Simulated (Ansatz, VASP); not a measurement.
This is a calculation of B for VASP 6.6.1.

The input INCAR:

```
SYSTEM = B
PREC = Accurate
ENCUT = 520
EDIFF = 1E-6
ISMEAR = -1
SIGMA = 0.05
LREAL = .FALSE.
LASPH = .TRUE.
NELM = 60
ALGO = Normal
ISIF = 2
LWAVE = .FALSE.
LCHARG = .FALSE.
GGA = PE
NBANDS = 8
```

File KPOINTS:

```
regular mesh
0
G
  14 14 14
  0 0 0
```

POSCAR

```
B
1.0
    1.8852400000      0.0000000000      0.0000000000
    0.0000000000      1.8852400000      0.0000000000
    0.0000000000      0.0000000000      1.8852400000
B
1
Direct
    0.5000000000      0.5000000000      0.5000000000
```

Potentials or basis: VASP PAW PBE potentials, release 64 (B).

Command:

```console
$ cat potpaw_PBE.64/B/POTCAR > POTCAR
$ mpirun -np 1 vasp_std > vasp.out
```

Problem. Translate it to Ansatz 0.2.0. Potentials there: Ansatz PAW.

Solution. As run (the cutoff follows the program's own potentials):

input.yaml

```yaml
crystal:
  lattice:
    - [1.88524, 0.0, 0.0]
    - [0.0, 1.88524, 0.0]
    - [0.0, 0.0, 1.88524]
  atoms:
    - { symbol: B, position: [0.5, 0.5, 0.5] }
hamiltonian:
  xc: pbe
  pseudopotentials: { kind: paw }
kpoints:
  mp_grid: { grid: [14, 14, 14] }
scf:
  occupations: { method: fermi_dirac, width: 0.05 }
output:
  forces: true
  stress: true
  eigenvalues: true
```

Potentials or basis: Ansatz PAW.

Run with:

```console
$ ansatz run input.yaml --threads 1 --pin off --max-ram 3584MiB --backend cpu --events-out ev --progress --plain --runs-dir out
```

Both were run:

|  | VASP | Ansatz | Ansatz less VASP |
| --- | --- | --- | --- |
| gap on the k mesh at the Fermi level (eV) | none | none | - |
| pressure (GPa) | 0.4 | 0.3 | -0.06 |

A gap of «none» marks a metal or a gap that the smearing closes. The functional is the same, so the differences come from potentials, cutoffs and numerics.
